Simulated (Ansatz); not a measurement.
**KBr: experiment and calculation**

**Measured values to compare with.**

From a printed reference work, data compilation, for a bulk crystal of KBr at 298.15 K: lattice constant a 6.5982 ± 0.0002 Å.

From a printed reference work, monograph, for a bulk crystal of KBr: high-frequency dielectric constant 2.36.

How close the calculation comes is told below.

The calculation used DFT PBE, scalar-relativistic, plane waves, PAW (Ansatz 0.2.0).

Settings: cutoff 420 eV, Γ-centred mesh 6×6×6 on the computed 2-atom cell, Gaussian smearing of 0.02 eV; no spin polarisation.

Relaxed structure, symmetry kept:

```
K Br
1.0
     0.00000    3.35045    3.35045
     3.35045    0.00000    3.35045
     3.35045    3.35045    0.00000
K Br
1 1
Cartesian
  0.0000 0.0000 0.0000
  3.3504 3.3504 3.3504
```

- Space group: Fm-3m (No. 225)
- Volume per atom: 37.61 Å³
- Formation energy from the elements' standard states (Br, Hg as crystals; uncorrected): -1.769 eV/atom
- Kohn–Sham band gap: 4.32 eV, direct at Γ
- Löwdin character of the top 1 eV of the valence band: Br 4p 96 %
- Löwdin character of the lowest 1 eV of the conduction band: K 4s 74 %, Br 4s 17 %
- Electron masses at the edge by Cartesian direction of the standard setting (m_e; degenerate bands sorted by energy; no spin-orbit coupling): x: 0.39; y: 0.39; z: 0.39
- Hole masses at the edge by Cartesian direction of the standard setting (m_e; degenerate bands sorted by energy; no spin-orbit coupling): x: 4.0, 4.0, 0.63; y: 4.0, 4.0, 0.63; z: 4.0, 4.0, 0.63
- Bulk modulus: 13.5 GPa
- Its pressure derivative: 4.8
- Electronic dielectric constant xx, yy, zz of the standard setting (independent particles): 2.8, 2.8, 2.8
- Bader charges (e): K (1 in the cell) 0.83, Br (1 in the cell) -0.83

A measured lattice constant a of KBr is 6.5982 Å (298.15 K; a printed reference work, data compilation); the calculated 6.701 Å misses it by +1.6 %. The calculation is for 0 K without zero-point motion. Against the measured high-frequency dielectric constant of KBr, 2.36 (a printed reference work, monograph), the calculated 2.76 is off by +17.1 %. Local fields are left out.